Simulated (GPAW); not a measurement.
# free-standing triangular Ru monolayer, spacing 3.288 A: a list in the functional, part 2 of 2

Two starts of free-standing triangular Ru monolayer, spacing 3.288 A are run at each set of the functional. What moves?

GPAW 26.7.0; several functionals; plane waves with GPAW's PAW setups, scalar-relativistic.

So far, largest spin moment in the augmentation sphere (μB): step 2 (rung 1 (LDA), start ferro +) 2.39; step 5 (rung 2 (PBE), start antiferro q=(0,1/2,0) +-) 2.36; step 6 (rung 3 (revPBE), start ferro +) 2.47; step 7 (rung 3 (revPBE), start antiferro q=(0,1/2,0) +-) 2.38; step 8 (rung 4 (RPBE), start ferro +) 2.47.

## 9. Set 4 (RPBE), start antiferro q=(0,1/2,0) +-

Level of this step: RPBE; plane waves with GPAW's PAW setups, scalar-relativistic (GPAW).

order2.py reads:

```python
import json
import numpy as np
from ase import Atoms
from ase.parallel import paropen, parprint
from gpaw import GPAW

atoms = Atoms(['Ru', 'Ru'],
    cell=[[3.288, 0.0, 0.0],
         [-3.288, 5.694984, 0.0],
         [0.0, 0.0, 14.0]],
    scaled_positions=[[0.0, 0.0, 0.5],
         [0.0, 0.5, 0.5]],
    pbc=True,
    magmoms=[1.5, -1.5])
atoms.calc = GPAW(mode={'name': 'pw', 'ecut': 600},
    xc='RPBE',
    kpts={'size': (10, 5, 1), 'gamma': True},
    occupations={'name': 'marzari-vanderbilt', 'width': 0.1},
    convergence={'density': 0.0001, 'energy': 1e-05},
    maxiter=200,
    symmetry={'tolerance': 1e-4},
    txt='order2.txt')
e = atoms.get_potential_energy(force_consistent=True)
res = {'free_energy': e, 'energy_sigma0': atoms.get_potential_energy(), 'fermi_energy': atoms.calc.get_fermi_level()}
res['moments'] = atoms.get_magnetic_moments().tolist()
res['total'] = atoms.get_magnetic_moment()
parprint('site moments (muB):', np.round(res['moments'], 3))
parprint(f"total moment: {res['total']:.3f} muB")
parprint(f'free energy: {e:.6f} eV')
atoms.calc.write('order2.gpw')
with paropen('results.json', 'w') as f:
    json.dump(res, f)
```

Run with:

```console
OMP_NUM_THREADS=1 python3 order2.py > order2.log
```

What it wrote:

```text
site moments (muB): [ 2.382 -2.382]
total moment: 0.000 muB
free energy: -9.810274 eV

--- order2.txt ---
Input parameters:
  mode=PW(ecut=600),
  convergence={'density': 0.0001, 'energy': 1e-05},
  kpts=MonkhorstPack(size=(10, 5, 1), gamma=True),
  maxiter=200,
  occupations=Occupations(name='marzari-vanderbilt', width=0.1),
  symmetry=Symmetry(tolerance=0.0001),
  xc=XC(name='RPBE')

Diagonalizing LCAO Hamiltonian
[...]
|          9 |        -4.880 |     1.000 |        -4.880 |     1.000 |
|         10 |        -4.758 |     1.000 |        -4.758 |     1.000 |
[...]
|         20 |        -0.216 |     0.000 |        -0.216 |     0.000 |
|         21 |         1.522 |     0.000 |         1.522 |     0.000 |
|         22 |         1.958 |     0.000 |         1.958 |     0.000 |
|         23 |         2.647 |     0.000 |         2.647 |     0.000 |

No gap
No difference between direct/indirect transitions


[key lines of the parts left out:]
Free energy:      -9.810274
Converged in 20 steps
dipole moment: (-11.277349, -19.532945, 0.000003)  # |e|*Ang
Fermi level: -2.304
```

Elapsed: 1.7 min, on 1 MPI rank of AMD EPYC 9R45, shared host; peak memory 0.52 GiB.

This step gave:

```
magnetization  : 0 μB
final state    : antiferromagnetic
largest moment : 2.382 μB
```

This start lies +140.0 meV a seeded atom from the first, a change of -1.6 meV since set 3; its largest moment is 2.38 μB.

## 10. Set 5 (TPSS), start ferro +

order1.py reads:

```python
import json
import numpy as np
from ase import Atoms
from ase.parallel import paropen, parprint
from gpaw import GPAW

atoms = Atoms(['Ru'],
    cell=[[3.288, 0.0, 0.0],
         [-1.644, 2.847492, 0.0],
         [0.0, 0.0, 14.0]],
    scaled_positions=[[0.0, 0.0, 0.5]],
    pbc=True,
    magmoms=[1.5])
atoms.calc = GPAW(mode={'name': 'pw', 'ecut': 600},
    xc='TPSS',
    kpts={'size': (10, 10, 1), 'gamma': True},
    occupations={'name': 'marzari-vanderbilt', 'width': 0.1},
    convergence={'density': 0.0001, 'energy': 1e-05},
    maxiter=200,
    eigensolver='davidson',
    symmetry={'tolerance': 1e-4},
    txt='order1.txt')
e = atoms.get_potential_energy(force_consistent=True)
res = {'free_energy': e, 'energy_sigma0': atoms.get_potential_energy(), 'fermi_energy': atoms.calc.get_fermi_level()}
res['moments'] = atoms.get_magnetic_moments().tolist()
res['total'] = atoms.get_magnetic_moment()
parprint('site moments (muB):', np.round(res['moments'], 3))
parprint(f"total moment: {res['total']:.3f} muB")
parprint(f'free energy: {e:.6f} eV')
atoms.calc.write('order1.gpw')
with paropen('results.json', 'w') as f:
    json.dump(res, f)
```

Run with:

```console
OMP_NUM_THREADS=1 python3 order1.py > order1.log
```

What it wrote:

```text
AssertionError

--- order1.txt ---
Input parameters:
  mode=PW(ecut=600),
  convergence={'density': 0.0001, 'energy': 1e-05},
  eigensolver=Davidson(niter=2),
  kpts=MonkhorstPack(size=(10, 10, 1), gamma=True),
  maxiter=200,
  occupations=Occupations(name='marzari-vanderbilt', width=0.1),
  symmetry=Symmetry(tolerance=0.0001),
  xc=XC(name='TPSS')

Diagonalizing LCAO Hamiltonian
Converting LCAO to pw mode

       Ru

Atoms  # Å, Bohr magnetons
|   | symbol |        x |        y |        z |    initial magnetic moments |
[...]
Cutoff: 600.0 eV

Spin-components: 2 (collinear spins)
Bands:           13
Projectors:      6
Spin-degeneracy: 1
Datatype:        complex128

Parallelization:
  kpt:    1
  domain: 1
  band:   1

Density:
  Valence electrons: 16.0
  Components: 2
  Grid points: [20 20 80]
  Charge: 0.0  # |e|

Potential:
  Grid points: [20 20 80]

[... setups left out ...]
Reference energy: -123245.124983  # eV

convergence criteria:
- Maximum integral of absolute [dens]ity change: 0.0001 electrons / valence electron
- Maximum [total energy] change in last 3 cyles: 1e-05 eV / valence electron
- Maximum integral of absolute [eigenst]ate change: 4e-08 eV^2 / valence electron
maximum number of iterations: 200
```

Run time: 4.8 s. Hardware: 1 MPI rank; peak memory 0.3 GiB.

The program refused the input before any cycle.

## 11. Set 5 (TPSS), start antiferro q=(0,1/2,0) +-

order2.py is the script of step 9 with these lines changed:

```diff
@@ -15,3 +15,3 @@
 atoms.calc = GPAW(mode={'name': 'pw', 'ecut': 600},
-    xc='RPBE',
+    xc='TPSS',
     kpts={'size': (10, 5, 1), 'gamma': True},
@@ -20,2 +20,3 @@
     maxiter=200,
+    eigensolver='davidson',
     symmetry={'tolerance': 1e-4},
```

Run with:

```console
OMP_NUM_THREADS=1 python3 order2.py > order2.log
```

What it wrote:

```text
AssertionError

--- order2.txt ---
Input parameters:
  mode=PW(ecut=600),
  convergence={'density': 0.0001, 'energy': 1e-05},
  eigensolver=Davidson(niter=2),
  kpts=MonkhorstPack(size=(10, 5, 1), gamma=True),
  maxiter=200,
  occupations=Occupations(name='marzari-vanderbilt', width=0.1),
  symmetry=Symmetry(tolerance=0.0001),
  xc=XC(name='TPSS')

Diagonalizing LCAO Hamiltonian
Converting LCAO to pw mode

         Ru
           Ru

Atoms  # Å, Bohr magnetons
|   | symbol |         x |        y |        z |    initial magnetic moments |
[...]
Cutoff: 600.0 eV

Spin-components: 2 (collinear spins)
Bands:           24
Projectors:      12
Spin-degeneracy: 1
Datatype:        complex128

Parallelization:
  kpt:    1
  domain: 1
  band:   1

Density:
  Valence electrons: 32.0
  Components: 2
  Grid points: [20 40 80]
  Charge: 0.0  # |e|

Potential:
  Grid points: [20 40 80]

[... setups left out ...]
Reference energy: -246490.249966  # eV

convergence criteria:
- Maximum integral of absolute [dens]ity change: 0.0001 electrons / valence electron
- Maximum [total energy] change in last 3 cyles: 1e-05 eV / valence electron
- Maximum integral of absolute [eigenst]ate change: 4e-08 eV^2 / valence electron
maximum number of iterations: 200
```

Run time: 16 s. Hardware: 1 MPI rank; peak memory 0.54 GiB.

The input was rejected at the start.

## 12. Side by side

List, by row:

```
set  functional  state from the first start  state from the second start  second less first (meV a seeded atom)  moment, first (μB)  moment, second (μB)  CPU time (s)
   1         LDA               ferromagnetic            antiferromagnetic                                  149.5               2.394                 2.18         83.63
   2         PBE               ferromagnetic            antiferromagnetic                                  146.1               2.457                2.361         104.5
   3      revPBE               ferromagnetic            antiferromagnetic                                  141.7               2.467                2.376         138.9
   4        RPBE               ferromagnetic            antiferromagnetic                                    140               2.474                2.382         112.3
```

## 13. What came out

| Property | Result |
| --- | --- |
| range of the moment in the table, first start | 2.39 to 2.47 μB |
| range of CPU time | 84 s to 2.3 min |
| range of the energy difference | 140 to 149 meV a seeded atom |

What this shows: For the first start the functionals give moments from 2.39 to 2.47 μB and energy differences from 140 to 149 meV a seeded atom; all use the same cell, so differences in their own lattice constants don't enter. The first start ends lower on every set of the table. The other start's moment moves more, from 2.2 to 2.38 μB. Set 5 gave no pair of finished runs and is missing from the table. The smearing is not Fermi–Dirac, so its width is no temperature.

[Logs and program files are shortened in this print: banners, set-up blocks, solver, clock and traceback lines can be left out without a mark of their own.]

[Logs are printed without paths, hosts, clocks, repeated set-up lines and the standing remarks that a program may print on its own settings, such as how far it seeks lower states.]

[Hosts, paths, dates, database ids (printed as entryN), source tags and the programs' standing remarks are cut or masked in the printed files.]

[Where a cell is said to come from a database of computed structures, the database is the Materials Project.]
